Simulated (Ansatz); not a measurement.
# Ru: the cost of one run

All numbers are computed with Ansatz 0.2.0, driven from Python. Level of theory: DFT PBE+D3(BJ) with three-body term, plane waves, PAW.

This is Ru in the simple cubic structure; at room conditions it is hcp.

## Step 1: The structure

Ru Pm-3m: Symmetry: Pm-3m, No. 221, cubic system. The conventional cell has a = 2.460 Å, b = 2.460 Å, c = 2.460 Å, α = 90.00°, β = 90.00°, γ = 90.00°. Around Ru (site symmetry m-3m) lie 6 Ru at 2.46 Å.

Ru P6_3/mmc: Symmetry: P6_3/mmc, No. 194, hexagonal system. Conventional cell: a = 2.680 Å, b = 2.680 Å, c = 4.376 Å, α = 90.00°, β = 90.00°, γ = 120.00°. Ru (site symmetry -6m2) has 12 Ru at 2.68 Å as nearest neighbours.

No structure file is read: the coordinates are typed or built in the script.

## Step 2: Script

File transition_ru.py:

```python
"""Pressure at which two phases of Ru cross."""

import warnings

import ansatz as az
import numpy as np
import pandas as pd


def sc(a_site, a):
    return (
        az.Lattice.cubic(a)
        .space_group(221)
        .atom(a_site, (0, 0, 0))
    )


def hcp(first, a):
    return (
        az.Lattice.from_parameters(a, a, 1.633 * a, alpha=90, beta=90, gamma=120)
        .space_group(194)
        .atom(first, (1 / 3, 2 / 3, 0.25))
    )


def solve(name, crystal, pressure=0.0):
    calc = (
        crystal.calculation()
        .functional("pbe", dispersion="d3bjatm")
        .basis(520)
        .kpoints(spacing=0.3)
        .occupations("fermi_dirac", width=0.05)
    )
    calc = calc.relax(force_tolerance=0.02, cell=True, pressure=pressure)
    return calc.run()


def volume_per_atom(outcome):
    return abs(np.linalg.det(outcome.lattice.cell_ang)) / len(outcome.lattice.sites)


def main() -> None:
    warnings.simplefilter("ignore", az.DeckWarning)

    phases = {}
    phases["sc"] = sc("Ru", 2.46)
    phases["hcp"] = hcp("Ru", 2.68)

    # H = E + PV, with 1 eV per cubic angstrom equal to 160.2 GPa
    pressures = [0, 10, 20, 30]
    enthalpy, volume = {name: [] for name in phases}, {name: [] for name in phases}
    for p in pressures:
        for name, crystal in phases.items():
            o = solve(name, crystal, pressure=p)
            volume[name].append(volume_per_atom(o))
            enthalpy[name].append(o.report["energy_sigma0_ev"] / len(o.lattice.sites) + p * volume[name][-1] / 160.21766)
    gap = np.array(enthalpy["hcp"]) - np.array(enthalpy["sc"])
    rows = [(p, va, vb, 1000 * d) for p, va, vb, d in zip(pressures, volume["sc"], volume["hcp"], gap)]
    print(pd.DataFrame(rows, columns=["P (GPa)", "V sc (A^3/atom)", "V hcp (A^3/atom)", "H(hcp) - H(sc) (meV/atom)"]).round(4).to_string(index=False))
    crossings = [p0 - g0 * (p1 - p0) / (g1 - g0) for p0, p1, g0, g1 in zip(pressures, pressures[1:], gap, gap[1:]) if g0 * g1 < 0]
    print("crossing near", [round(float(p), 1) for p in crossings], "GPa") if crossings else print("no crossing in this range")


if __name__ == "__main__":
    main()
```

## Step 3: Running it

Started as:

```
> python transition_ru.py
```

What time and memory should one allow on 1 thread of Arm Neoverse V1, shared host?

About 54 s, with a peak of 0.44 GiB.
